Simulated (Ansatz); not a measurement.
La2O3:

```
La O
1.0
     3.93078    0.00000    0.00000
    -1.96539    3.40415    0.00000
     0.00000    0.00000    6.11195
La O
2 3
Direct
  0.33333 0.66667 0.24624
  0.66667 0.33333 0.75376
  0.00000 0.00000 0.00000
  0.33333 0.66667 0.64589
  0.66667 0.33333 0.35411
```

The cell is a database's computed one.

| Property | Result |
| --- | --- |
| Program | Ansatz 0.2.0 |
| Task | single point |
| Functional | PBE |
| Potentials or basis | Ansatz PAW |
| Cutoff | 420 eV (not typed: the program's choice for these potentials) |
| k mesh | 8 × 8 × 5 |
| Occupations | fermi-dirac, width 0.05 eV |
| Spin | no spin polarisation |

On this cell: pressure 1.9 GPa; largest force 0.016 eV/Å; band gap on the k mesh 3.87 eV, indirect (least direct gap 4.06 eV).

The same run follows on a disturbed copy (atoms moved at random, drawn with an rms of 0.05 Å):

```
La O
1.0
     3.93078    0.00000    0.00000
    -1.96539    3.40415    0.00000
     0.00000    0.00000    6.11195
La O
2 3
Direct
  0.33947 0.65881 0.24598
  0.67546 0.33874 0.75523
  0.00556 0.00248 0.99664
  0.33621 0.66433 0.65016
  0.67194 0.32665 0.35699
```

Q: What does the disturbed cell give?

A: The energy moves by +2.4 meV/atom; pressure 1.8 GPa; largest force 0.255 eV/Å; band gap on the k mesh 3.84 eV, indirect (least direct gap 4.04 eV).

Forces on the atoms (eV/Å):
```
La  -0.053  0.063  0.149
La  -0.016 -0.181  0.009
O    0.015 -0.053  0.249
O    0.079  0.101 -0.205
O   -0.025  0.069 -0.201
```

Stress tensor (GPa, compression positive):
```
 2.18  0.00  0.08
 0.00  1.35 -0.34
 0.08 -0.34  1.90
```

Caveats: odd divisions of the mesh miss points on the zone boundary, where band edges often lie, so the gap on the mesh can be too wide; spin-orbit coupling is left out, which moves the levels of the heavy elements.

A k mesh can miss the band edges.
